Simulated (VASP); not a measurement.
Set up this calculation in VASP 6.6.1, as the native input.

- Task: single point
- Functional: PBE
- Potentials or basis: VASP PAW PBE potentials, release 64 (Zn, S)
- Cutoff: 520 eV
- k mesh: 8 × 8 × 3
- Occupations: gaussian, width 0.014 eV
- Spin: no spin polarisation
- Further INCAR settings: ALGO = Normal; EDIFF = 1e-06; NBANDS = 46

The structure of ZnS (Wurtzite-4H) lies in POSCAR:

```
ZnS
1.0
    3.8227000000      0.0000000000      0.0000000000
   -1.9113500000      3.3105553110      0.0000000000
    0.0000000000      0.0000000000     12.5200000000
Zn S
4 4
Direct
    0.6666666667      0.3333333333      0.7500000000
    0.3333333333      0.6666666667      0.2500000000
    0.0000000000      0.0000000000      0.5000000000
    0.0000000000      0.0000000000      0.0000000000
    0.6666666667      0.3333333333      0.9375000000
    0.3333333333      0.6666666667      0.4375000000
    0.0000000000      0.0000000000      0.6875000000
    0.0000000000      0.0000000000      0.1875000000
```

One way to write it, as run:

INCAR

```
SYSTEM = ZnS
PREC = Accurate
ENCUT = 520
EDIFF = 1E-6
ISMEAR = 0
SIGMA = 0.014
LREAL = .False.
LASPH = .True.
NELM = 80
ALGO = Normal
ISIF = 2
LWAVE = .False.
LCHARG = .False.
GGA = PE
NBANDS = 46
```

KPOINTS

```
regular mesh
0
Gamma
  8 8 3
  0 0 0
```

Potentials or basis: VASP PAW PBE potentials, release 64 (Zn, S).

Run with:

```console
$ cat potpaw_PBE.64/Zn/POTCAR potpaw_PBE.64/S/POTCAR > POTCAR
$ mpirun -np 1 vasp_std > vasp.out
```

It gave:

```
Pressure               : 1.5 GPa
Largest force          : 0.044 eV/Å
Band gap on the k mesh : 2.13 eV, direct
```

Caveat: an odd mesh through Γ misses points on the zone boundary, where band edges often lie.

Wall time 61 s on 1 thread of Intel(R) Xeon(R) 6975P-C (Granite Rapids), on a shared host, peak memory 0.31 GiB.
